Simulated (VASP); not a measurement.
Hf:

```xyz
2
Lattice="3.1967 0.0000 0.0000 -1.5983 2.7684 0.0000 0.0000 0.0000 5.0578" Properties=species:S:1:pos:R:3 pbc="T T T"
Hf    1.5984    0.9228    3.7934
Hf    0.0000    1.8456    1.2645
```

| Quantity | Value |
| --- | --- |
| Program | VASP 6.6.1 |
| Task | relaxation of cell and atoms |
| Functional | LDA |
| Potentials or basis | VASP PAW LDA potentials, release 64 (Hf_pv) |
| Cutoff | 600 eV |
| k mesh | 8 × 8 × 4 |
| Occupations | fermi-dirac, width 0.05 eV |
| Spin | no spin polarisation |

At the start: pressure -7.8 GPa; volume 22.38 Å³/atom.

Question: Where does the relaxation end?

Answer: Over 6 steps the energy falls by 39.4 meV/atom and the volume is 20.87 Å³/atom (-6.7 %); space group P6_3/mmc (No. 194, to 0.05 Å).

Step by step:
```tsv
step	energy change (eV)	largest force (eV/Å)	pressure (GPa)	volume (Å³)
1	0.0000	0.0000	-7.81	44.76
2	0.0655	0.0000	13.50	38.06
3	-0.0788	0.0000	-0.22	41.78
4	-0.0788	0.0000	-0.06	41.71
5	-0.0788	0.0000	0.13	41.65
6	-0.0788	0.0000	-0.03	41.74
```

Final structure:
```yaml
crystal:
  lattice:
    - [3.12374, 0.00000, 0.00000]
    - [-1.56187, 2.70523, 0.00000]
    - [0.00000, 0.00000, 4.93953]
  atoms:
    - { symbol: Hf, position: [0.66667, 0.33333, 0.75000] }
    - { symbol: Hf, position: [0.33333, 0.66667, 0.25000] }
```
